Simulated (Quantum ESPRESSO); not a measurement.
# Si (Fd-3m) in Quantum ESPRESSO: a series of runs, part 2 of 2

Quantum ESPRESSO 7.5. Earlier steps stand in the parts before.

## Step 4: Relaxation of cell and atoms, LDA, target pressure 6 GPa, at which the enthalpy is minimised

pw.in reads:

```
&CONTROL
  calculation = 'vc-relax'
  prefix = 'pwscf'
  outdir = './tmp'
  pseudo_dir = './pseudo'
  tprnfor = .true.
  tstress = .true.
  disk_io = 'low'
  nstep = 40
  forc_conv_thr = 0.0004
  etot_conv_thr = 1d-05
/
&SYSTEM
  ibrav = 0
  nat = 2
  ntyp = 1
  ecutwfc = 32
  nbnd = 9
  occupations = 'fixed'
/
&ELECTRONS
  conv_thr = 4d-10
  electron_maxstep = 120
  mixing_beta = 0.5
/
&IONS
  ion_dynamics = 'bfgs'
/
&CELL
  cell_dynamics = 'bfgs'
  press = 60
  press_conv_thr = 0.3
/
ATOMIC_SPECIES
Si    28.0850 Si.upf
CELL_PARAMETERS angstrom
   0.0000000000    2.7155000000    2.7155000000
   2.7155000000    0.0000000000    2.7155000000
   2.7155000000    2.7155000000    0.0000000000
ATOMIC_POSITIONS crystal
Si     0.0000000000    0.0000000000    0.0000000000
Si     0.2500000000    0.2500000000    0.2500000000
K_POINTS automatic
11 11 11 0 0 0
```

Started as:

```bash
$ OMP_NUM_THREADS=1 pw.x -in pw.in > pw.out
```

It took 53 s on 1 thread of AMD EPYC, shared host; peak memory 0.05 GiB.

The run converged. Its results:

```yaml
Free_energy: -231.9492 eV
Relaxed_volume: 18.55 Å³/atom
Relaxed_cell: a = 3.744 Å, b = 3.744 Å, c = 3.744 Å, α = 60.00°, β = 60.00°, γ = 60.00°
Space_group_after_relaxing_to_0.05_Å: Fd-3m (No. 227)
Energy_change_on_relaxing_the_enthalpy_is_what_falls: +16.4 meV/atom
Ionic_steps: 5
Pressure_after_relaxing: 6.0 GPa
Band_gap_on_the_k_mesh: 0.36 eV, indirect (least direct gap 2.57 eV)
```

Step by step:
```tsv
step	energy change (eV)	largest force (eV/Å)	pressure (GPa)	volume (Å³)
1	0.0000	0.0000	-1.91	40.05
2	-0.0003	0.0000	1.99	38.46
3	0.0392	0.0000	6.53	36.95
4	0.0325	0.0000	5.97	37.12
5	0.0328	0.0000	6.00	37.11
```

Final structure:
```
Si
1.0
     0.00000    2.64736    2.64736
     2.64736    0.00000    2.64736
     2.64736    2.64736    0.00000
Si
2
Direct
  0.00000 0.00000 0.00000
  0.25000 0.25000 0.25000
```

Levels at points of the mesh, in eV from the valence-band top:
| k point | band 2 | band 3 | band 4 | band 5 | band 6 | band 7 |
| --- | --- | --- | --- | --- | --- | --- |
| (0.00, 0.00, 0.00) | 0.00 | 0.00 | 0.00 | 2.57 | 2.57 | 2.57 |

Caveat: an odd mesh through Γ misses points on the zone boundary, where band edges often lie. A hybrid or GW would open this gap; LDA tends to underestimate it.

## Step 5: Relaxation of cell and atoms, LDA, target pressure 9 GPa, at which the enthalpy is minimised

pw.in: that of step 4 with these lines changed.

```diff
@@ -30,3 +30,3 @@
   cell_dynamics = 'bfgs'
-  press = 60
+  press = 90
   press_conv_thr = 0.3
```

Potentials or basis: PseudoDojo 0.4.1 SR LDA standard.

Started as:

```bash
$ OMP_NUM_THREADS=1 pw.x -in pw.in > pw.out
```

pw.out:

```text
This program is part of the open-source Quantum ESPRESSO suite
     for quantum simulation of materials; please cite
[... 9 lines left out ...]
     --------------------
     sticks:   dense  smooth     PW     G-vecs:    dense   smooth      PW
     Sum         463     463    151                 6615     6615    1243

     Using Slab Decomposition

     bravais-lattice index     =            0
     lattice parameter (alat)  =       7.2571  a.u.
     unit-cell volume          =     270.2564 (a.u.)^3
     number of atoms/cell      =            2
     number of atomic types    =            1
     number of electrons       =         8.00
     number of Kohn-Sham states=            9
     kinetic-energy cutoff     =      32.0000  Ry
     charge density cutoff     =     128.0000  Ry
     scf convergence threshold =      4.0E-10
     mixing beta               =       0.5000
     number of iterations used =            8  plain     mixing
     energy convergence thresh.=      1.0E-05
     force convergence thresh. =      4.0E-04
     press convergence thresh. =      3.0E-01
     Exchange-correlation= SLA  PW   NOGX NOGC
                           (   1   4   0   0   0   0   0)
     nstep                     =           40

     celldm(1)=   7.257109  celldm(2)=   0.000000  celldm(3)=   0.000000
     celldm(4)=   0.000000  celldm(5)=   0.000000  celldm(6)=   0.000000

     crystal axes: (cart. coord. in units of alat)
               a(1) = (   0.000000   0.707107   0.707107 )
               a(2) = (   0.707107   0.000000   0.707107 )
               a(3) = (   0.707107   0.707107   0.000000 )

[... 2031 lines left out ...]
               b(2) = (  0.731080 -0.731080  0.731080 )
               b(3) = (  0.731080  0.731080 -0.731080 )

     PseudoPot. # 1 for Si read from file:
     Si.upf
     Pseudo is Norm-conserving + core correction, Zval =  4.0
     Generated using ONCVPSP code by D. R. Hamann
     Using radial grid of 1510 points,  6 beta functions with:
                l(1) =   0
                l(2) =   0
                l(3) =   1
                l(4) =   1
                l(5) =   2
                l(6) =   2

     atomic species   valence    mass     pseudopotential
     Si                4.00    28.08500     Si( 1.00)

     48 Sym. Ops., with inversion, found (24 have fractional translation)

   Cartesian axes

     site n.     atom                  positions (alat units)
         1        Si     tau(   1) = (  -0.0000000   0.0000000  -0.0000000  )
         2        Si     tau(   2) = (   0.3419596   0.3419596   0.3419596  )

     number of k points=    56
                       cart. coord. in units 2pi/alat
        k(    1) = (   0.0000000   0.0000000   0.0000000), wk =   0.0015026
        k(    2) = (   0.0664619   0.0664619  -0.0664619), wk =   0.0120210
        k(    3) = (   0.1329237   0.1329237  -0.1329237), wk =   0.0120210
        k(    4) = (   0.1993856   0.1993856  -0.1993856), wk =   0.0120210
        k(    5) = (   0.2658474   0.2658474  -0.2658474), wk =   0.0120210
        k(    6) = (   0.3323093   0.3323093  -0.3323093), wk =   0.0120210
[... 48 lines left out ...]
        k(   55) = (  -0.0664619  -0.4652330   0.7310804), wk =   0.0360631
        k(   56) = (   0.0000000  -0.3987711   0.6646186), wk =   0.0360631

     Dense  grid:     5961 G-vectors     FFT dimensions: (  32,  32,  32)

     Initial potential from superposition of free atoms

     starting charge       7.9989, renormalised to       8.0000
     Starting wfcs are    8 randomized atomic wfcs +    1 random wfcs

     Self-consistent Calculation

     iteration #  1     ecut=    32.00 Ry     beta= 0.50
     Davidson diagonalization with overlap
     c_bands:  1 eigenvalues not converged
     c_bands:  1 eigenvalues not converged
     c_bands:  1 eigenvalues not converged
     c_bands:  2 eigenvalues not converged
     c_bands:  2 eigenvalues not converged
     c_bands:  1 eigenvalues not converged
[... 384 lines left out ...]
          total   stress  (Ry/bohr**3)                   (kbar)     P=       89.89
   0.00061104  -0.00000000  -0.00000000           89.89       -0.00       -0.00
  -0.00000000   0.00061104  -0.00000000           -0.00       89.89       -0.00
  -0.00000000  -0.00000000   0.00061104           -0.00       -0.00       89.89

=------------------------------------------------------------------------------=
   JOB DONE.
=------------------------------------------------------------------------------=
```

Wall time 82 s (1 thread of AMD EPYC, shared host); peak memory 0.05 GiB.

Results:

- Free energy: -231.9084 eV
- Relaxed volume: 18.12 Å³/atom
- Relaxed cell: a = 3.714 Å, b = 3.714 Å, c = 3.714 Å, α = 60.00°, β = 60.00°, γ = 60.00°
- Space group after relaxing (to 0.05 Å): Fd-3m (No. 227)
- Energy change on relaxing (the enthalpy is what falls): +36.8 meV/atom
- Ionic steps: 5
- Pressure after relaxing: 9.0 GPa
- Band gap on the k mesh: 0.32 eV, indirect (least direct gap 2.58 eV)

The path:
| step | energy change (eV) | largest force (eV/Å) | pressure (GPa) | volume (Å³) |
| --- | --- | --- | --- | --- |
| 1 | 0.0000 | 0.0000 | -1.91 | 40.05 |
| 2 | 0.0102 | 0.0000 | 3.67 | 37.86 |
| 3 | 0.0883 | 0.0000 | 9.93 | 35.99 |
| 4 | 0.0726 | 0.0000 | 8.94 | 36.25 |
| 5 | 0.0735 | 0.0000 | 9.00 | 36.24 |

Final structure:
```yaml
crystal:
  lattice:
    - [0.00000, 2.62645, 2.62645]
    - [2.62645, 0.00000, 2.62645]
    - [2.62645, 2.62645, 0.00000]
  atoms:
    - { symbol: Si, position: [0.00000, 0.00000, 0.00000] }
    - { symbol: Si, position: [0.25000, 0.25000, 0.25000] }
```

Levels at points of the mesh, in eV from the valence-band top:
| k point | band 2 | band 3 | band 4 | band 5 | band 6 | band 7 |
| --- | --- | --- | --- | --- | --- | --- |
| (0.00, 0.00, 0.00) | 0.00 | 0.00 | 0.00 | 2.58 | 2.58 | 2.58 |

Caveat: an odd mesh through Γ misses points on the zone boundary, where band edges often lie.

## Step 6: Relaxation of cell and atoms, LDA, target pressure 12 GPa, at which the enthalpy is minimised

pw.in: that of step 5 with these lines changed.

```diff
@@ -30,3 +30,3 @@
   cell_dynamics = 'bfgs'
-  press = 90
+  press = 120
   press_conv_thr = 0.3
```

Potentials or basis: PseudoDojo 0.4.1 SR LDA standard.

Started as:

```bash
$ OMP_NUM_THREADS=1 pw.x -in pw.in > pw.out
```

It took 58 s on 1 thread of AMD EPYC, shared host; peak memory 0.05 GiB.

The run converged. Its results:

- Free energy: -231.8571 eV
- Relaxed volume: 17.73 Å³/atom
- Relaxed cell: a = 3.687 Å, b = 3.687 Å, c = 3.687 Å, α = 60.00°, β = 60.00°, γ = 60.00°
- Space group after relaxing (to 0.05 Å): Fd-3m (No. 227)
- Energy change on relaxing (the enthalpy is what falls): +62.3 meV/atom
- Ionic steps: 5
- Pressure after relaxing: 12.0 GPa
- Band gap on the k mesh: 0.27 eV, indirect (least direct gap 2.58 eV)

Step by step:
```csv
step,energy change (eV),largest force (eV/Å),pressure (GPa),volume (Å³)
1,0.0000,0.0000,-1.91,40.05
2,0.0269,0.0000,5.46,37.27
3,0.1510,0.0000,13.37,35.12
4,0.1229,0.0000,11.91,35.48
5,0.1246,0.0000,12.00,35.45
```

Final structure:
```yaml
crystal:
  lattice:
    - [0.00000, 2.60742, 2.60742]
    - [2.60742, 0.00000, 2.60742]
    - [2.60742, 2.60742, 0.00000]
  atoms:
    - { symbol: Si, position: [0.00000, 0.00000, 0.00000] }
    - { symbol: Si, position: [0.25000, 0.25000, 0.25000] }
```

Levels at points of the mesh, in eV from the valence-band top:
```tsv
k point	band 2	band 3	band 4	band 5	band 6	band 7
(0.00, 0.00, 0.00)	0.00	0.00	0.00	2.58	2.58	2.58
```

Caveat: an odd mesh through Γ misses points on the zone boundary, where band edges often lie.

## Step 7: Overview

| cell | gap on the mesh (eV) | pressure (GPa) |
| --- | --- | --- |
| relaxed to 0.3 kbar | 0.47 | 0.0 |
| relaxed to 3 GPa | 0.42 | 3.0 |
| relaxed to 6 GPa | 0.36 | 6.0 |
| relaxed to 9 GPa | 0.32 | 9.0 |
| relaxed to 12 GPa | 0.27 | 12.0 |

Alike in all rows: task relaxation of cell and atoms; level LDA; potentials or basis PseudoDojo 0.4.1 SR LDA standard; no spin polarisation; k mesh 11 × 11 × 11; cutoff (eV) 435; smearing fixed.

Caveats: an odd mesh through Γ misses points on the zone boundary, where band edges often lie.

Total energies depend on the potentials used, so only differences within one code and one set of settings carry meaning.
